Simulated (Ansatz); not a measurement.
Results of PBE (Ansatz, a program for electronic structure, PAW) for rutile GeO2.

Run with plane-wave cutoff 520 eV, 8×8×12 k mesh (along the axes of the cell as run), Fermi–Dirac smearing 0.01 eV, scalar-relativistic PAW data made under PBE.

A third-order Birch–Murnaghan fit to the energies gives V0 = 9.750 Å³/atom, B0 = 193 GPa, B′ = 6.7.

| V (Å³/atom) | P (GPa) |
|---|---|
| 9.360 | [?] |
| 9.555 | 4.18 |
| 9.750 | 0.00 |
| 9.945 | [?] |
| 10.140 | -6.61 |

Task: Estimate the withheld pressures from this fit; the answers are the runs' own values.

Result: 
- 9.360, P (GPa): 8.98
- 9.945, P (GPa): -3.58

The formula P = (3/2) B0 (x^(7/3) − x^(5/3)) [1 + (3/4)(B′ − 4)(x^(2/3) − 1)] with x = V0/V meets the computed pressures within 0.05 GPa when these rounded values are put in.

Shape and atoms are relaxed at each volume.

Measured, for comparison: bulk modulus 251 GPa (room temperature, no zero-point or thermal correction, from measured elastic constants; as tabulated in Sevik and Bulutay (2007), arXiv:cond-mat/0610176). Computed less measured: bulk modulus -23 %.

Computed values are for the static lattice.
